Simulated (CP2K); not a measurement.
Runs of CP2K 2026.2 on HfB2. Symmetry: P6/mmm, No. 191, hexagonal system. The conventional cell has a = 3.140 Å, b = 3.140 Å, c = 3.480 Å, α = 90.00°, β = 90.00°, γ = 120.00°. Hf (site symmetry 6/mmm) is surrounded by 12 B at 2.51 Å. B (site symmetry -6m2) has 3 B at 1.81 Å as nearest neighbours. 

| task | level | potentials or basis | cell | k mesh | smearing | EPS_DEFAULT | k points reduced by the point group | NGRIDS | points a segment of the path (NPOINTS) | bands added on the path | gap on the mesh (eV) | pressure (GPa) | V0 of scaled cells (Å³/atom) | B0 (GPa) |
| --- | --- | --- | --- | --- | --- | --- | --- | --- | --- | --- | --- | --- | --- | --- |
| band structure | PBEsol | POTENTIAL_UZH Hf GTH-PBE-q12, B GTH-PBE-q3; TZVP-MOLOPT-PBE-GTH basis | as given | 10 × 10 × 8 | fermi-dirac 0.1 eV | 1.0E-10 | yes | 5 | 10 | 4 | none | -3.9 | - | - |
| band structure | PBE | POTENTIAL_UZH Hf GTH-PBE-q12, B GTH-PBE-q3; TZVP-MOLOPT-PBE-GTH basis | as given | 10 × 10 × 8 | fermi-dirac 0.05 eV | 1.0E-9 | yes | 5 | 8 | 4 | none | -0.2 | - | - |
| equation of state | PBE | POTENTIAL_UZH Hf GTH-PBE-q12, B GTH-PBE-q3; TZVP-MOLOPT-PBE-GTH basis | as given | 10 × 10 × 8 | fermi-dirac 0.05 eV | 1.0E-10 | yes | 5 | - | - | - | - | (b) | 251 |
| equation of state | PBEsol | POTENTIAL_UZH Hf GTH-PBE-q12, B GTH-PBE-q3; TZVP-MOLOPT-PBE-GTH basis | as given | 10 × 10 × 8 | fermi-dirac 0.05 eV | 1.0E-10 | yes | 5 | - | - | - | - | 9.76 | (a) |
| single point | PBE | POTENTIAL_UZH Hf GTH-PBE-q12, B GTH-PBE-q3; TZVP-MOLOPT-PBE-GTH basis | as given | 10 × 10 × 8 | fermi-dirac 0.05 eV | 1.0E-10 | yes | 4 | - | - | none | -0.2 | - | - |
| single point | PBEsol | POTENTIAL_UZH Hf GTH-PBE-q12, B GTH-PBE-q3; TZVP-MOLOPT-PBE-GTH basis | as given | 10 × 10 × 8 | fermi-dirac 0.05 eV | 1.0E-10 | yes | 5 | - | - | none | -3.9 | - | - |
| relaxation of cell and atoms | PBEsol | POTENTIAL_UZH Hf GTH-PBE-q12, B GTH-PBE-q3; TZVP-MOLOPT-PBE-GTH basis | relaxed | 8 × 8 × 6 | fermi-dirac 0.05 eV | 1.0E-10 | - | 5 | - | - | none | 0.0 | - | - |
| relaxation of cell and atoms | PBEsol | POTENTIAL_UZH Hf GTH-PBE-q12, B GTH-PBE-q3; TZVP-MOLOPT-PBE-GTH basis | relaxed | 8 × 8 × 6 | fermi-dirac 0.05 eV | 1.0E-9 | - | 4 | - | - | none | 0.0 | - | - |
| band structure | r2SCAN | POTENTIAL_UZH Hf GTH-SCAN-q12, B GTH-SCAN-q3; TZVP-MOLOPT-SCAN-GTH basis | as given | 10 × 10 × 8 | fermi-dirac 0.01 eV | 1.0E-9 | yes | 4 | 10 | 6 | none | -4.7 | - | - |

Alike in all rows: no spin polarisation.

Q: Fill in the values left out.

A: (a) 260; (b) 9.90.

Caveats: the basis of atomic orbitals isn't converged, which shifts pressures, moduli and gaps; the potentials were made for another functional, which shifts forces and pressure (some runs); the cell was scaled at fixed shape and fractional positions, which overstates the stiffness of a crystal with free parameters, most of all of layers and chains (some runs); more than 0.5 GPa of stress was left at the end, so the final cell isn't listed (some runs).

A k mesh can miss the band edges, and the runs leave out spin-orbit coupling on Hf.

A gap of «none» marks a metal or a gap under the smearing width.

Not every run made on this cell is shown here.
